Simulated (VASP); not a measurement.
A run of VASP 6.6.1 is set up as follows.

The input INCAR:

```
SYSTEM = ZnH
  PREC = Accurate
  ENCUT = 520
  EDIFF = 1E-6
  ISMEAR = -1
  SIGMA = 0.05
  LREAL = .FALSE.
  LASPH = .TRUE.
  NELM = 100
  ALGO = Normal
  ISIF = 2
  LWAVE = .FALSE.
  LCHARG = .FALSE.
  METAGGA = R2SCAN
  LMIXTAU = .TRUE.
  NBANDS = 14
```

File KPOINTS:

```
regular mesh
0
G
  10 10 10
  0 0 0
```

Contents of POSCAR:

```
ZnH
1.0
    0.0000000000      2.2159400000      2.2159400000
    2.2159400000      0.0000000000      2.2159400000
    2.2159400000      2.2159400000      0.0000000000
Zn H
1 1
Direct
    0.0000000000      0.0000000000      0.0000000000
    0.2500000000      0.2500000000      0.2500000000
```

The input KPOINTS_OPT:

```
path GXWKGLUWLK,UX
20
line-mode
reciprocal
 0.0000000000  0.0000000000  0.0000000000  G
 0.5000000000  0.0000000000  0.5000000000  X

 0.5000000000  0.0000000000  0.5000000000  X
 0.5000000000  0.2500000000  0.7500000000  W

 0.5000000000  0.2500000000  0.7500000000  W
 0.3750000000  0.3750000000  0.7500000000  K

 0.3750000000  0.3750000000  0.7500000000  K
 0.0000000000  0.0000000000  0.0000000000  G

 0.0000000000  0.0000000000  0.0000000000  G
 0.5000000000  0.5000000000  0.5000000000  L

 0.5000000000  0.5000000000  0.5000000000  L
 0.6250000000  0.2500000000  0.6250000000  U

 0.6250000000  0.2500000000  0.6250000000  U
 0.5000000000  0.2500000000  0.7500000000  W

 0.5000000000  0.2500000000  0.7500000000  W
 0.5000000000  0.5000000000  0.5000000000  L

 0.5000000000  0.5000000000  0.5000000000  L
 0.3750000000  0.3750000000  0.7500000000  K

 0.6250000000  0.2500000000  0.6250000000  U
 0.5000000000  0.0000000000  0.5000000000  X
```

Potentials or basis: VASP PAW PBE potentials, release 64 (Zn, H).

The run is started by

```sh
$ cat potpaw_PBE.64/Zn/POTCAR potpaw_PBE.64/H/POTCAR > POTCAR
$ mpirun -np 1 vasp_std > vasp.out
```

Task: Predict the band gap along the path.

Result: None (metal or under the smearing width).

Task: Predict the pressure.

Result: -2.6 GPa.

Levels at the corners of the path, in eV from the Fermi level:
| point | band 3 | band 4 | band 5 | band 6 | band 7 | band 8 | band 9 | band 10 | band 11 | band 12 |
| --- | --- | --- | --- | --- | --- | --- | --- | --- | --- | --- |
| Γ | -7.96 | -7.96 | -7.71 | -7.71 | 6.61 | 13.45 | 13.46 | 13.46 | 15.30 | 15.30 |
| X | -7.56 | -7.54 | -7.54 | -5.16 | -0.52 | 5.50 | 5.56 | 5.56 | 9.81 | 24.66 |
| X | -7.56 | -7.54 | -7.54 | -5.16 | -0.52 | 5.50 | 5.56 | 5.56 | 9.81 | 24.66 |
| W | -7.93 | -7.68 | -7.54 | -4.15 | 0.23 | 1.11 | 2.55 | 13.39 | 16.54 | 16.63 |
| W | -7.93 | -7.68 | -7.54 | -4.15 | 0.23 | 1.11 | 2.55 | 13.39 | 16.54 | 16.63 |
| K | -7.81 | -7.65 | -7.60 | -4.50 | -0.38 | 0.89 | 6.70 | 8.12 | 15.56 | 20.58 |
| K | -7.81 | -7.65 | -7.60 | -4.50 | -0.38 | 0.89 | 6.70 | 8.12 | 15.56 | 20.58 |
| Γ | -7.96 | -7.96 | -7.71 | -7.71 | 6.61 | 13.45 | 13.46 | 13.46 | 15.30 | 15.30 |
| Γ | -7.96 | -7.96 | -7.71 | -7.71 | 6.61 | 13.45 | 13.46 | 13.46 | 15.30 | 15.30 |
| L | -7.93 | -7.57 | -7.57 | -5.83 | -2.86 | 8.69 | 10.51 | 10.51 | 14.58 | 14.58 |
| L | -7.93 | -7.57 | -7.57 | -5.83 | -2.86 | 8.69 | 10.51 | 10.51 | 14.58 | 14.58 |
| U | -7.81 | -7.65 | -7.60 | -4.50 | -0.38 | 0.89 | 6.70 | 8.12 | 15.56 | 20.58 |
| U | -7.81 | -7.65 | -7.60 | -4.50 | -0.38 | 0.89 | 6.70 | 8.12 | 15.56 | 20.58 |
| W | -7.93 | -7.68 | -7.54 | -4.15 | 0.23 | 1.11 | 2.55 | 13.39 | 16.54 | 16.63 |
| W | -7.93 | -7.68 | -7.54 | -4.15 | 0.23 | 1.11 | 2.55 | 13.39 | 16.54 | 16.63 |
| L | -7.93 | -7.57 | -7.57 | -5.83 | -2.86 | 8.69 | 10.51 | 10.51 | 14.58 | 14.58 |
| L | -7.93 | -7.57 | -7.57 | -5.83 | -2.86 | 8.69 | 10.51 | 10.51 | 14.58 | 14.58 |
| K | -7.81 | -7.65 | -7.60 | -4.50 | -0.38 | 0.89 | 6.70 | 8.12 | 15.56 | 20.58 |
| U | -7.81 | -7.65 | -7.60 | -4.50 | -0.38 | 0.89 | 6.70 | 8.12 | 15.56 | 20.58 |
| X | -7.56 | -7.54 | -7.54 | -5.16 | -0.52 | 5.50 | 5.56 | 5.56 | 9.81 | 24.66 |

Caveat: the PAW data sets were made with another functional, which shifts forces and pressure a little.
